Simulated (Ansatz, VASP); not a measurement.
# One calculation of Os, two programs

File INCAR:

```
SYSTEM = Os
  PREC = Accurate
  ENCUT = 520
  EDIFF = 1E-6
  ISMEAR = 0
  SIGMA = 0.15
  LREAL = .False.
  LASPH = .True.
  NELM = 100
  ALGO = Normal
  ISIF = 2
  LWAVE = .False.
  LCHARG = .False.
  GGA = PS
  NBANDS = 10
```

File KPOINTS:

```
regular mesh
0
Gamma
  24 24 24
  0 0 0
```

POSCAR

```
Os
1.0
    0.0000000000      1.9450000000      1.9450000000
    1.9450000000      0.0000000000      1.9450000000
    1.9450000000      1.9450000000      0.0000000000
Os
1
Direct
    0.0000000000      0.0000000000      0.0000000000
```

Input for Ansatz:

```yaml
crystal:
  lattice:
    - [0.0, 1.945, 1.945]
    - [1.945, 0.0, 1.945]
    - [1.945, 1.945, 0.0]
  atoms:
    - { symbol: Os, position: [0.0, 0.0, 0.0] }
basis:
  ecutwfc: 420
kpoints:
  mp_grid: { grid: [24, 24, 24] }
hamiltonian:
  xc: pbesol
scf:
  occupations: { method: gaussian, width: 0.15 }
output:
  forces: true
  stress: true
  eigenvalues: true
  write_density: true
  write_potential: true
  elf: true
  volumetric_format: npy
```

This isn't the form of Os at room conditions, which is hcp.

Alike in both runs: task single point; functional PBEsol; k mesh 24 × 24 × 24; occupations gaussian, width 0.15 eV; no spin polarisation.

|  | VASP | Ansatz |
| --- | --- | --- |
| version | VASP 6.6.1 | Ansatz 0.2.0 |
| potentials or method | VASP PAW PBE potentials, release 64 (Os) | scalar-relativistic, plane waves, PAW |
| plane-wave cutoff (eV) | 520 | 420 |
| valence electrons in the cell | 8 | 16 |

|  | VASP | Ansatz | Ansatz less VASP |
| --- | --- | --- | --- |
| gap on the k mesh at the Fermi level (eV) | none | none | - |
| pressure (GPa) | -20.1 | -20.1 | +0.02 |

A gap of «none» marks a metal or a gap that the smearing closes. The two sets of potentials don't hold the same shells in valence.

Caveats: so large a pressure means that the cell lies far from this level's equilibrium, or that cutoff or potentials fall short (VASP); the potentials were made for another functional, which shifts forces and pressure (VASP). The runs have no spin-orbit coupling, so splittings on Os are missing.
